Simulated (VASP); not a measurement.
Wanted: the native input for a VASP 6.6.1 run.

```yaml
Task: relaxation of cell and atoms
Functional: r2SCAN
Potentials_or_basis: VASP PAW PBE potentials, release 64 (Cs_sv, H)
Cutoff: 600 eV
k_mesh: 6 × 6 × 6
Occupations: gaussian, width 0.02 eV
Spin: no spin polarisation
Ladder: gaps
Further_INCAR_settings: ALGO = Normal; EDIFF = 1e-06; IBRION = 2; EDIFFG = -0.01; NSW = 60; ISIF = 3
```

The structure of CsH lies in POSCAR:

```
CsH
1.0
    0.0000000000      3.1880000000      3.1880000000
    3.1880000000      0.0000000000      3.1880000000
    3.1880000000      3.1880000000      0.0000000000
Cs H
1 1
Direct
    0.0000000000      0.0000000000      0.0000000000
    0.5000000000      0.5000000000      0.5000000000
```

The input as run:

INCAR

```
  PREC = Accurate
  ENCUT = 600
  EDIFF = 1E-6
  ISMEAR = 0
  SIGMA = 0.02
  LREAL = F
  LASPH = T
  NELM = 100
  ALGO = Normal
  ISIF = 3
  LWAVE = F
  LCHARG = F
  METAGGA = R2SCAN
  LMIXTAU = T
  IBRION = 2
  NSW = 60
  EDIFFG = -0.01
```

KPOINTS

```
Automatic mesh
0
Gamma
  6 6 6
```

Potentials or basis: VASP PAW PBE potentials, release 64 (Cs_sv, H).

The run is started by

```console
$ cat potpaw_PBE.64/Cs_sv/POTCAR potpaw_PBE.64/H/POTCAR > POTCAR
$ mpirun -np 1 vasp_std > vasp.out
```

It gave:

```yaml
Relaxed_volume: 32.65 Å³/atom
Relaxed_cell: a = 4.520 Å, b = 4.520 Å, c = 4.520 Å, α = 60.00°, β = 60.00°, γ = 60.00°
Space_group_after_relaxing_to_0.05_Å: Fm-3m (No. 225)
Energy_gained_by_relaxing: 0.0 meV/atom
Ionic_steps: 3
Pressure_after_relaxing: 0.0 GPa
Band_gap_on_the_k_mesh: 2.67 eV, direct
```

Caveat: the PAW data sets were made with another functional, which shifts forces and pressure a little; spin-orbit coupling is left out, which moves the levels of the heavy elements.

It took 100 s on 1 thread of Intel(R) Xeon(R) Platinum 8259CL CPU @ 2.50GHz (Skylake/Cascade Lake), on a shared host, peak memory 0.23 GiB.
